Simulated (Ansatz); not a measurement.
## Random displacements in BaTiO3

Theory: Ansatz 0.2.0, DFT PBE, scalar-relativistic, plane waves, PAW. The runs took a 420 eV cutoff, a Γ-centred 8×8×8 mesh and Gaussian smearing (0.05 eV). Spin–orbit coupling is left out, which matters for the heavy elements here. No spin polarisation. Energies are free energies at this smearing, counted from the undisturbed cell; pressure is positive in compression.

The starting cell (relaxed at this level; it needn't be the usual structure):

```
Ba Ti O
1.0
     4.01923    0.00000    0.00000
     0.00000    4.01923    0.00000
     0.00000    0.00000    4.01928
Ba Ti O
1 1 3
Direct
  0.00000 0.00000 0.00000
  0.50000 0.50000 0.50000
  0.50000 0.50000 0.00000
  0.50000 0.00000 0.50000
  0.00000 0.50000 0.50000
```

After a displacement of all atoms with no net shift and a strain of the cell, the run gives ΔE = 138.1 meV/atom; stress (xx, yy, zz, yz, xz, xy; compression positive) (20.68, 7.54, 2.92, -0.06, -5.05, 0.04) GPa; gap on the mesh 2.07 eV.

| atom | Fx (eV/Å) | Fy | Fz |
| --- | --- | --- | --- |
| Ba1 | 0.450 | 0.848 | -1.136 |
| Ti2 | -1.021 | -0.240 | 0.144 |
| O3 | 0.160 | -0.811 | -0.986 |
| O4 | -0.939 | 1.532 | 1.332 |
| O5 | 1.350 | -1.329 | 0.646 |

Problem. Which displacements (Å, in the unstrained cell) and strain were applied?

Solution.
| atom | ux | uy | uz |
| --- | --- | --- | --- |
| Ba1 | 0.00 | -0.12 | 0.12 |
| Ti2 | 0.09 | -0.04 | 0.02 |
| O3 | -0.07 | 0.03 | 0.05 |
| O4 | 0.07 | -0.06 | -0.16 |
| O5 | -0.09 | 0.19 | -0.03 |
Strain (Voigt, engineering shear): (-0.0429, -0.0055, 0.0225, -0.0122, 0.0391, -0.0121).

Symmetry holds off the tilts and polar distortions that many cubic perovskites undergo.

Cost: 1 run of about 0.61 core-minutes, on Intel Xeon Platinum 8259CL (Skylake/Cascade Lake) (shared hosts).